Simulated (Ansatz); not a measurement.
# Polar PbS (111) films against thickness, part 2 of 4

At which thickness, if any, does a PbS (111) film lose its gap?

Ansatz 0.2.0; plane-wave DFT, PBE, Ansatz PAW (the session's first sound run).

So far, gap on the k-mesh (eV): step 2 (relaxing the film, 2 atoms, units 1) 1.38.

## 3. The relaxed film, single point, 2 atoms, units 1

The film was relaxed beforehand; a single point on the relaxed positions gives its levels and potential.

File input.yaml:

```yaml
crystal:
  lattice:
    - [4.2002142813, 0.0, 0.0]
    - [-2.1001071406, 3.6374922689, 0.0]
    - [0.0, 0.0, 19.7147302995]
  atoms:
    - { symbol: Pb, position: [0.6666666667, 0.3333333333, 0.4672996851] }
    - { symbol: S, position: [0.0, 0.0, 0.5327003149] }
kpoints:
  mp_grid: { grid: [12, 12, 1] }
hamiltonian:
  xc: pbe
scf:
  occupations: { method: fermi_dirac, width: 0.03 }
  convergence: { dr2_threshold: 1.0e-09 }
efield:
  axis: 3
  dipole_correction: true
  ramp_position: 0.97
  ramp_width: 0.06
output:
  eigenvalues: true
  dos: { projected: true, e_range: [-7, 7] }
  write_potential: true
  write_density: true
  volumetric_format: npy
```

The run is started by

```sh
> ansatz run input.yaml --threads 8 --pin off --max-ram 12288MiB --backend cpu --events-out ev --progress --plain --runs-dir out
```

Numbers of over 12 decimals in the logs are rounded to 6 here.

Output:

```text
[...]
Crystal: 2 atoms, lattice volume = 301.207 Å³
Basis set: ecut = 420 eV, 5795 PW (Γ)
Bands: 14, of which v1, the nominal top of the filled ones, is band 10 counted from 1 (9 counted from 0)
Symmetry: 6 space group operations
[...]
k-points: 19 of 144 (time reversal used)
[...]
SCF iter   1: F=—  HF=-12809.008849 eV  |F-HF|=—  |Δ(HF+E_count)|=         —  Δρ=1.03e-3  dr2=7.51e-3  ethr=1.77e-3  p=-0.188 e·Å  D=-1.13e-1 V/Å  ΔV_dip=2.22 eV  dr2_dipole=1.07e-4  V_vac-E_F(+/−)=5.71/3.48 eV  ⟨swp⟩=8.5  Hψ=2056  notcnv=0
[...]
SCF iter   9: F=-12809.009967 eV  HF=-12809.009967 eV  |F-HF|=9.09e-11  |Δ(HF+E_count)|=   1.36e-9  Δρ=2.03e-7  dr2=2.74e-10  ethr=5.00e-12  p=-0.205 e·Å  D=-1.23e-1 V/Å  ΔV_dip=2.43 eV  dr2_dipole=7.86e-12  V_vac-E_F(+/−)=5.89/3.46 eV  ⟨swp⟩=2.4  Hψ=1047  notcnv=0
SCF 1 converged in 9 iterations: F = -12809.009967 eV  dr2 = 2.74e-10
[...]
WARN: The output density's exchange-correlation potential varies sharply where the density is thin. Do not read a vacuum level from v_tot or v_xc, or from such a field of the output density. On a cell that repeats whose density bears no net charge and no dipole along the vacuum's axis use v_es (v_loc + v_h of the components); under efield.dipole_correction with no amplitude use v_es + v_field, which holds any externa [...]
SCF converged after 9 iterations
Free energy (F): -12809.009967 eV
[...]
Internal energy: -12809.009967 eV  (E = F + TS)
E sigma→0 (E₀):  -12809.009967 eV
Fermi energy:    -2.430430 eV
Dipole field:    D = -0.123439 V/Å  (p = -0.205472 e·Å, saw-weighted, corrected)
Work function:   Φ+ = 5.8907 eV   Φ− = 3.4572 eV
[...]
--- Band table (eV; the first three rows and the last of 19) ---
  k-point 0: bands = [... 6 lower, -9.4511, -4.0570, -4.0570, -3.3073, -1.7843, 0.9601, 1.1250, 1.1250]
  k-point 1: bands = [... 6 lower, -9.4859, -4.3529, -4.1222, -3.2116, -1.5623, 0.8289, 1.0638, 1.1968]
  k-point 2: bands = [... 6 lower, -9.6024, -4.8317, -4.2901, -3.1664, -1.1564, 0.4419, 1.3057, 1.3678]
  k-point 18: bands = [... 6 lower, -10.5788, -5.9817, -4.6422, -3.9628, -0.1928, 0.8438, 1.1054, 4.1085]
```

It took 1.5 s on 8 threads of Arm Neoverse V2, shared host; peak memory 0.63 GiB.

Reading the cycles: dr2 is the Hartree energy of the density residual (eV), the measure of convergence; HF is the Harris–Foulkes estimate of the energy, which meets the free energy F at convergence.

Running mean over 3.429 Å of the planar mean; the ramp of the sawtooth is left out. Electron's electrostatic potential energy less the Fermi level against z:

```tsv
z (Å)	electron's electrostatic potential energy less the Fermi level (eV)
3.0	3.46
3.5	3.46
4.0	3.46
4.5	3.45
5.0	3.45
5.5	3.43
6.0	3.36
6.5	3.12
7.0	2.26
7.5	0.797
8.0	-0.745
8.5	-2.13
9.0	-3.15
9.5	-3.63
10.0	-3.25
10.5	-1.97
11.0	-0.136
11.5	1.75
12.0	3.45
12.5	4.80
13.0	5.62
13.5	5.83
14.0	5.88
14.5	5.89
15.0	5.89
15.5	5.89
16.0	5.89
16.5	5.89
```

The density of states has structure finer than the step of the table below, so its rows give means over 0.2 eV, whole bins alone (the curve runs from -7 to 1.98 eV). Peaks (eV: height): -2.93: 8.38, -2.44: 11.5, -1.39: 5.35, -0.75: 7.83, 1.46: 3.80.

Density of states against energy, zero at the Fermi level of the run, which the smearing sets inside the gap; means over each step:

```tsv
energy (eV)	density of states (states/eV a cell)
-3.8	0
-3.6	0.0966
-3.4	0.924
-3.2	1.25
-3.0	3.28
-2.8	2.31
-2.6	2.41
-2.4	5.80
-2.2	1.82
-2.0	1.21
-1.8	0.966
-1.6	0.297
-1.4	2.76
-1.2	2.13
-1.0	1.79
-0.8	3.01
-0.6	0
-0.4	0
-0.2	0
0.0	0
0.2	0
0.4	0
0.6	0.0146
0.8	0.240
1.0	0.316
1.2	0.454
1.4	2.16
1.6	2.53
1.8	1.53
```

Projected DOS per atom over height of the atomic layer and energy from the Fermi level. Layers: Pb S from below.

Ten even steps from '0' (0.00 states/eV) to '9' (2.79 states/eV), each cell a mean:
```
31
41
00
00
00
00
03
14
24
03
39
26
24
01
00
00
00
00
00
00
00
00
```
Columns: height of the atomic layer (Å) from 9.21 to 10.5; rows upwards: energy from the Fermi level (eV) from -6.95 to 1.96.

The vacuum levels of the two faces differ by 2.43 eV, and the gap is 1.38 eV.

## 4. Relaxing the film, 4 atoms, units 2

System of this step: PbS (111), 2 units. The cell holds 4 atoms: 2 Pb and 2 S. Cell: a = 4.200 Å, b = 4.200 Å, c = 23.144 Å, α = 90.0°, β = 90.0°, γ = 120.0°. It derives from PbS (rocksalt PbS). Vacuum lies along c.

The next thickness, treated alike, to follow how potential and charge build up across the film.

input.yaml, the sections that differ from step 3:

```yaml
crystal:
  lattice:
    - [4.20021428, 0.0, 0.0]
    - [-2.10010714, 3.63749227, 0.0]
    - [0.0, 0.0, 23.1441908985]
  atoms:
    - { symbol: Pb, position: [0.66666667, 0.33333333, 0.388866478] }
    - { symbol: S, position: [0.0, 0.0, 0.4629554927] }
    - { symbol: Pb, position: [0.33333333, 0.66666667, 0.5370445073] }
    - { symbol: S, position: [0.66666667, 0.33333333, 0.611133522] }
relax:
  f_tol: 0.01
  max_steps: 100
output:
  write_potential: true
  write_density: true
  volumetric_format: npy
# kpoints, hamiltonian, scf, efield: as in step 3
```

Output:

```text
[...]
Crystal: 4 atoms, lattice volume = 353.603 Å³
Basis set: ecut = 420 eV, 6815 PW (Γ), exchange–correlation on 60×60×320 points (8 copies of the dense FFT grid, shifted against one another)
Bands: 24, of which v1, the nominal top of the filled ones, is band 20 counted from 1 (19 counted from 0)
Symmetry: 6 space group operations
[...]
k-points: 19 of 144 (time reversal used)
[...]
SCF iter   1: F=—  HF=-25617.147489 eV  |F-HF|=—  |Δ(HF+E_count)|=         —  Δρ=1.91e-3  dr2=1.01e-1  ethr=1.77e-3  p=-0.333 e·Å  D=-1.71e-1 V/Å  ΔV_dip=3.95 eV  dr2_dipole=3.09e-2  V_vac-E_F(+/−)=6.82/2.87 eV  ⟨swp⟩=8.0  Hψ=2583  notcnv=0
[...]
SCF iter  11: F=-25617.144120 eV  HF=-25617.144120 eV  |F-HF|=2.29e-10  |Δ(HF+E_count)|=   1.40e-9  Δρ=1.12e-7  dr2=1.18e-10  ethr=2.50e-12  p=-0.320 e·Å  D=-1.64e-1 V/Å  ΔV_dip=3.79 eV  dr2_dipole=1.84e-11  V_vac-E_F(+/−)=6.79/3.00 eV  ⟨swp⟩=8.2  Hψ=3002  notcnv=0
SCF 1 converged in 11 iterations: F = -25617.144120 eV  dr2 = 1.18e-10
[...]
relax step   1: F+E_penalty+E_count = -25617.14412048 eV  Δ(F+E_penalty+E_count) = +0.000e0 eV  max|allowed force component| = 2.590e0 eV/Å  Δτ_max = 0.0000 Å  (11 SCF iters, accepted)
[...]
SCF iter  12: F=-25617.917759 eV  HF=-25617.917759 eV  |F-HF|=1.49e-10  |Δ(HF+E_count)|=   1.23e-9  Δρ=1.67e-7  dr2=2.11e-10  ethr=2.50e-12  p=-0.300 e·Å  D=-1.53e-1 V/Å  ΔV_dip=3.55 eV  dr2_dipole=4.80e-11  V_vac-E_F(+/−)=6.44/2.89 eV  ⟨swp⟩=8.9  Hψ=3160  notcnv=0
SCF 2 converged in 12 iterations: F = -25617.917759 eV  dr2 = 2.11e-10
[...]
relax step   2: F+E_penalty+E_count = -25617.91775911 eV  Δ(F+E_penalty+E_count) = -7.736e-1 eV  max|allowed force component| = 1.135e0 eV/Å  Δτ_max = 0.1921 Å  (12 SCF iters, accepted)
SCF iter   1: F=—  HF=-25618.107347 eV  |F-HF|=—  |Δ(HF+E_count)|=         —  Δρ=3.01e-3  dr2=1.48e-1  ethr=3.08e-3  p=-0.300 e·Å  D=-1.53e-1 V/Å  ΔV_dip=3.55 eV  dr2_dipole=4.42e-2  V_vac-E_F(+/−)=6.49/2.94 eV  ⟨swp⟩=5.5  Hψ=1689  notcnv=0
[...]
SCF iter  11: F=-25618.086641 eV  HF=-25618.086641 eV  |F-HF|=1.90e-9  |Δ(HF+E_count)|=   1.60e-9  Δρ=3.08e-7  dr2=6.02e-10  ethr=2.50e-12  p=-0.279 e·Å  D=-1.43e-1 V/Å  ΔV_dip=3.30 eV  dr2_dipole=1.68e-10  V_vac-E_F(+/−)=6.33/3.03 eV  ⟨swp⟩=7.4  Hψ=3468  notcnv=0
SCF 3 converged in 11 iterations: F = -25618.086641 eV  dr2 = 6.02e-10
relax step   3: F+E_penalty+E_count = -25618.08664119 eV  Δ(F+E_penalty+E_count) = -1.689e-1 eV  max|allowed force component| = 4.684e-1 eV/Å  Δτ_max = 0.1949 Å  (11 SCF iters, accepted)
[...]
relax step   4: F+E_penalty+E_count = -25618.13458619 eV  Δ(F+E_penalty+E_count) = -4.795e-2 eV  max|allowed force component| = 1.550e-1 eV/Å  Δτ_max = 0.1937 Å  (11 SCF iters, accepted)
[...]
relax step   5: F+E_penalty+E_count = -25618.13957873 eV  Δ(F+E_penalty+E_count) = -4.993e-3 eV  max|allowed force component| = 5.636e-2 eV/Å  Δτ_max = 0.0432 Å  (8 SCF iters, accepted)
[...]
relax step   6: F+E_penalty+E_count = -25618.14018903 eV  Δ(F+E_penalty+E_count) = -6.103e-4 eV  max|allowed force component| = 1.674e-2 eV/Å  Δτ_max = 0.0264 Å  (9 SCF iters, accepted)
SCF iter   1: F=—  HF=-25618.140466 eV  |F-HF|=—  |Δ(HF+E_count)|=         —  Δρ=7.54e-5  dr2=2.31e-5  ethr=7.46e-7  p=-0.297 e·Å  D=-1.52e-1 V/Å  ΔV_dip=3.52 eV  dr2_dipole=1.44e-6  V_vac-E_F(+/−)=6.40/2.88 eV  ⟨swp⟩=3.4  Hψ=1437  notcnv=0
[...]
SCF iter   7: F=-25618.140218 eV  HF=-25618.140218 eV  |F-HF|=1.46e-11  |Δ(HF+E_count)|=   1.71e-9  Δρ=2.17e-7  dr2=4.68e-10  ethr=2.50e-12  p=-0.297 e·Å  D=-1.52e-1 V/Å  ΔV_dip=3.52 eV  dr2_dipole=1.12e-11  V_vac-E_F(+/−)=6.40/2.88 eV  ⟨swp⟩=6.3  Hψ=3198  notcnv=0
SCF 7 converged in 7 iterations: F = -25618.140218 eV  dr2 = 4.68e-10
relax step   7: F+E_penalty+E_count = -25618.14021798 eV  Δ(F+E_penalty+E_count) = -2.895e-5 eV  max|allowed force component| = 7.248e-3 eV/Å  Δτ_max = 0.0037 Å  (7 SCF iters, accepted)
NSCF: frozen V_eff on 19 k-points
[...]
SCF converged after 7 iterations
Free energy (F): -25618.140218 eV
[...]
Internal energy: -25618.134643 eV  (E = F + TS)
E sigma→0 (E₀):  -25618.137431 eV
Entropy (-TS):   -0.005575 eV (-1.394 meV/atom)
Fermi energy:    -0.776110 eV
Dipole field:    D = -0.152073 V/Å  (p = -0.297171 e·Å, saw-weighted, corrected)
Work function:   Φ+ = 6.3955 eV   Φ− = 2.8759 eV
[...]
--- Forces (eV/Å), atoms counted from 1 ---
  atom   1  Pb     0.00000000     0.00000000     0.00143233
  atom   2  S      0.00000000    -0.00000000    -0.00263648
  atom   3  Pb     0.00000000     0.00000000     0.00724918
  atom   4  S     -0.00000000    -0.00000000    -0.00604156
  max |Σ_I F_I| component: 3.48e-6 eV/Å
--- Band table (eV; the first three rows and the last of 19) ---
  k-point 0: bands = [... 16 lower, -2.7316, -1.8383, -1.8383, -1.0564, -0.9996, 1.6136, 1.7948, 1.7948]
  k-point 1: bands = [... 16 lower, -2.7144, -2.0662, -1.9016, -0.8975, -0.7712, 1.2496, 1.8656, 1.9626]
  k-point 2: bands = [... 16 lower, -2.8450, -2.3379, -2.0653, -0.8264, -0.3792, 1.0047, 2.0265, 2.1937]
  k-point 18: bands = [... 16 lower, -3.5022, -3.4429, -2.3423, -1.7127, 0.5387, 1.2518, 1.8152, 2.9432]
--- Relaxed structure (7 steps of the walk, 7 accepted, 0 SCFs on fresh bases) ---
  F+E_penalty+E_count = -25618.14021798 eV   max|allowed force component| = 7.248e-3 eV/Å
  atoms:
    - { symbol: Pb, position: [0.666667, 0.333333, 0.384630] }
    - { symbol: S, position: [5.319818652769036e-17, -8.326672674348915e-17, 0.441635] }
    - { symbol: Pb, position: [0.333333, 0.666667, 0.559214] }
    - { symbol: S, position: [0.666667, 0.333333, 0.614521] }
```

It took 12 s on 8 threads; peak memory 0.83 GiB.

Step by step:

```tsv
step	energy less that of the first step (eV)	largest force component (eV/Å)
1	0.0000	2.5901
2	-0.7736	1.1354
3	-0.9425	0.4684
4	-0.9905	0.1550
5	-0.9955	0.0564
6	-0.9961	0.0167
7	-0.9961	0.0072
```

The run keeps the 6 symmetry operations that it works with, so distortions that break them were not tested.

The atoms that moved most (Å):

```tsv
atom	dx	dy	dz	length
Pb3	0.000	0.000	0.513	0.513
S2	0.000	0.000	-0.493	0.493
Pb1	0.000	0.000	-0.098	0.098
S4	0.000	0.000	0.078	0.078
```

The relaxed structure:

```xyz
4
Lattice="4.2002 0.0000 0.0000 -2.1001 3.6375 0.0000 0.0000 0.0000 23.1442" Properties=species:S:1:pos:R:3
Pb    2.1001    1.2125    8.9020
S     0.0000    0.0000   10.2213
Pb    0.0000    2.4250   12.9425
S     2.1001    1.2125   14.2226
```

Numbers from this step:

* energy at zero smearing: -25618.1374 eV
* work function, upper face: 6.396 eV
* work function, lower face: 2.876 eV
* dipole along the normal: -0.2972 e·Å
* step between the vacuum levels: 3.520 eV

The relaxation took 7 steps and lowered the energy by 1.00 eV; the largest force on the free atoms ends at 0.0072 eV/Å.

The work function of the upper face is 6.40 eV.

## 5. Single point on the relaxed film, 4 atoms, units 2

The next thickness, treated alike, to follow how potential and charge build up across the film.

input.yaml, the sections that differ from step 4:

```yaml
crystal:
  lattice:
    - [4.2002142813, 0.0, 0.0]
    - [-2.1001071406, 3.6374922689, 0.0]
    - [0.0, 0.0, 23.1441908985]
  atoms:
    - { symbol: Pb, position: [0.6666666667, 0.3333333333, 0.3846303809] }
    - { symbol: S, position: [0.0, 0.0, 0.4416346581] }
    - { symbol: Pb, position: [0.3333333333, 0.6666666667, 0.5592136878] }
    - { symbol: S, position: [0.6666666667, 0.3333333333, 0.6145212732] }
output:
  eigenvalues: true
  dos: { projected: true, e_range: [-7, 7] }
  write_potential: true
  write_density: true
  volumetric_format: npy
  elf: true
# kpoints, hamiltonian, scf, efield: as in step 4
# relax: removed
```

Output:

```text
[...]
Crystal: 4 atoms, lattice volume = 353.603 Å³
Basis set: ecut = 420 eV, 6815 PW (Γ)
Bands: 24, of which v1, the nominal top of the filled ones, is band 20 counted from 1 (19 counted from 0)
Symmetry: 6 space group operations
[...]
k-points: 19 of 144 (time reversal used)
[...]
SCF iter   1: F=—  HF=-25618.156769 eV  |F-HF|=—  |Δ(HF+E_count)|=         —  Δρ=1.93e-3  dr2=1.35e-1  ethr=1.77e-3  p=-0.245 e·Å  D=-1.26e-1 V/Å  ΔV_dip=2.91 eV  dr2_dipole=5.21e-2  V_vac-E_F(+/−)=6.03/3.12 eV  ⟨swp⟩=7.8  Hψ=2496  notcnv=0
[...]
SCF iter  12: F=-25618.140297 eV  HF=-25618.140297 eV  |F-HF|=4.00e-11  |Δ(HF+E_count)|=  4.73e-11  Δρ=8.22e-8  dr2=5.91e-11  ethr=2.50e-12  p=-0.297 e·Å  D=-1.52e-1 V/Å  ΔV_dip=3.52 eV  dr2_dipole=2.32e-12  V_vac-E_F(+/−)=6.40/2.88 eV  ⟨swp⟩=2.7  Hψ=1017  notcnv=0
SCF 1 converged in 12 iterations: F = -25618.140297 eV  dr2 = 5.91e-11
[...]
SCF converged after 12 iterations
Free energy (F): -25618.140297 eV
[...]
Internal energy: -25618.134722 eV  (E = F + TS)
E sigma→0 (E₀):  -25618.137510 eV
Entropy (-TS):   -0.005575 eV (-1.394 meV/atom)
Fermi energy:    -0.776150 eV
Dipole field:    D = -0.152062 V/Å  (p = -0.297150 e·Å, saw-weighted, corrected)
Work function:   Φ+ = 6.3955 eV   Φ− = 2.8761 eV
[...]
--- Band table (eV; the first three rows and the last of 19) ---
  k-point 0: bands = [... 16 lower, -2.7316, -1.8383, -1.8383, -1.0565, -0.9996, 1.6135, 1.7948, 1.7948]
  k-point 1: bands = [... 16 lower, -2.7144, -2.0662, -1.9017, -0.8976, -0.7713, 1.2496, 1.8656, 1.9628]
  k-point 2: bands = [... 16 lower, -2.8450, -2.3380, -2.0653, -0.8264, -0.3793, 1.0047, 2.0265, 2.1938]
  k-point 18: bands = [... 16 lower, -3.5023, -3.4428, -2.3423, -1.7127, 0.5388, 1.2518, 1.8152, 2.9432]
```

Wall time 2.6 s (8 threads); peak memory 0.82 GiB; 19 s of CPU time.

This step gave:

* energy at zero smearing: -25618.1375 eV
* work function, upper face: 6.395 eV
* dipole along the normal: -0.2971 e·Å
* step between the vacuum levels: 3.519 eV

The density of states has structure finer than the step of the table below, so its rows give means over 0.25 eV, whole bins alone (the curve runs from -7 to 1.98 eV). Peaks (eV: height): -4.090: 8.08, -2.650: 5.61, -2.510: 6.97, -2.190: 7.13, -1.810: 20.6, -0.680: 5.79, 1.770: 5.77.

The density of states by energy, zero at the Fermi level; means over each step:

energy (eV), density of states (states/eV a cell) and a bar:
```
    -6.75        1.1 ####
    -6.50        1.0 ####
    -6.25        0.1 
    -6.00        0.0 
    -5.75        0.0 
    -5.50        0.0 
    -5.25        0.0 
    -5.00        0.0 
    -4.75        0.0 
    -4.50        0.5 ##
    -4.25        1.6 ######
    -4.00        3.4 ##############
    -3.75        2.4 ##########
    -3.50        3.8 ###############
    -3.25        1.8 #######
    -3.00        1.2 #####
    -2.75        2.9 ############
    -2.50        3.8 ###############
    -2.25        5.5 ######################
    -2.00        3.2 #############
    -1.75        7.4 ##############################
    -1.50        2.1 #########
    -1.25        1.2 #####
    -1.00        0.3 #
    -0.75        2.3 #########
    -0.50        2.3 ##########
    -0.25        2.0 ########
     0.00        1.6 ######
     0.25        0.4 ##
     0.50        2.4 ##########
     0.75        2.4 ##########
     1.00        1.7 #######
     1.25        0.7 ###
     1.50        0.0 
     1.75        1.8 #######
```

Projected DOS per atom over height of the atomic layer and energy from the Fermi level. Layers: Pb S Pb S from below.

Ten even steps from '_' (0.00 states/eV) to '@' (2.80 states/eV), each cell a mean:
```
==..____
________
--..____
++..____
________
____..++
____::++
______..
____..++
..--::@@
::==--**
::++..::
__==____
::@@____
::++____
..::____
________
________
________
________
____..__
____::..
```
Columns: height of the atomic layer (Å) from 8.90 to 14.2 (not evenly spaced); rows upwards: energy from the Fermi level (eV) from -6.95 to 1.96.

Electrostatic potential energy in the ca plane at fractional y = 0.333, with atoms of Pb and S within 0.2 Å of it. With pseudopotentials it is smooth inside the atoms' cores, unlike the true potential.

Ten even steps from '0' (-38 eV) to '9' (5 eV), each cell a mean:
```
99999999999999999887667899999999888899999999
99999999999999999851003789999999874358999999
99999999999999998720000589999999720016999999
99999999999999998710310489999999711205999999
99999999999999998720000589999999830017999999
99999999999999999862014789999999875468999999
99999999999999999887678899999998888899999999
99999999999999999998888899999888889999999999
99999999999999999999999889999887789999999999
99999999999999999999999889999887789999999999
99999999999999999988888899999988889999999999
```
Columns run along c (16.0 Å, from fractional 0.07 to 0.76 of the cell; values clipped at the 3rd and 97th percentile), rows up along a (4.2 Å). Atoms in or near the plane, at fractional coordinates: Pb at (0.38, 0.67), S at (0.61, 0.67).

ELF in the ca plane at fractional y = 0.333, with atoms of Pb and S within 0.2 Å of it. It is the smooth field of the valence electrons, not physical close to the nuclei.

Ten even steps from '0' (0.00) to '9' (0.91), each cell a mean:
```
00000000000001235554332332100112367887531000
00000000000012466654333211000013789999853100
00000000000013576542013310000025885489974200
00000000000013676541003320000036872179974200
00000000000013566542013310000025886599974100
00000000000002456654443211000013689999753100
00000000000000134544322333100122357776531000
00000000000000001222223565211233223332100000
00000000000000000000135676311344321000000000
00000000000000000000135676311343321100000000
00000000000000011222223555201232223443100000
```
Columns run along c (16.0 Å, from fractional 0.07 to 0.76 of the cell), rows up along a (4.2 Å). Atoms in or near the plane, at fractional coordinates: Pb at (0.38, 0.67), S at (0.61, 0.67).

Valence density in the ca plane at fractional y = 0.333, with atoms of Pb and S within 0.2 Å of it. It is the smooth field of the valence electrons, not physical close to the nuclei.

Values in e/Å³, 6 rows by 16 columns, each cell a mean:
```
0.0 0.0 0.0 0.0 0.0 0.0 0.2 0.9 0.3 0.1 0.0 0.2 0.5 0.3 0.0 0.0
0.0 0.0 0.0 0.0 0.0 0.0 0.9 5.7 1.0 0.0 0.0 0.3 0.8 0.7 0.1 0.0
0.0 0.0 0.0 0.0 0.0 0.0 0.7 4.2 0.8 0.0 0.0 0.2 0.9 0.7 0.0 0.0
0.0 0.0 0.0 0.0 0.0 0.0 0.1 0.4 0.2 0.1 0.0 0.2 0.3 0.2 0.0 0.0
0.0 0.0 0.0 0.0 0.0 0.0 0.0 0.1 0.2 0.1 0.1 0.2 0.1 0.0 0.0 0.0
0.0 0.0 0.0 0.0 0.0 0.0 0.0 0.1 0.2 0.1 0.1 0.2 0.1 0.0 0.0 0.0
```
Columns run along c (16.0 Å, from fractional 0.07 to 0.76 of the cell), rows up along a (4.2 Å). Atoms in or near the plane, at fractional coordinates: Pb at (0.38, 0.67), S at (0.61, 0.67).

The vacuum levels of the two faces differ by 3.52 eV, and there is no gap.

(Part 2 of 4 ends here.)

[Logs are printed without paths, hosts, clocks, repeated set-up lines and the standing remarks that a program may print on its own settings, such as how far it seeks lower states.]

[Hosts, paths, dates, database ids (printed as entryN), source tags and the programs' standing remarks are cut or masked in the printed files.]

[Maps of the electrostatic potential energy from Ansatz leave out the sawtooth potential of an applied field or a dipole correction, so their vacuum need not be flat; planar profiles and work functions include it.]

[The density of states shown here was stored with 400 of the rows of the run's finer table, so its peaks can read low, often by over a quarter, or be missed, and its means over a window can be off by a tenth or more.]
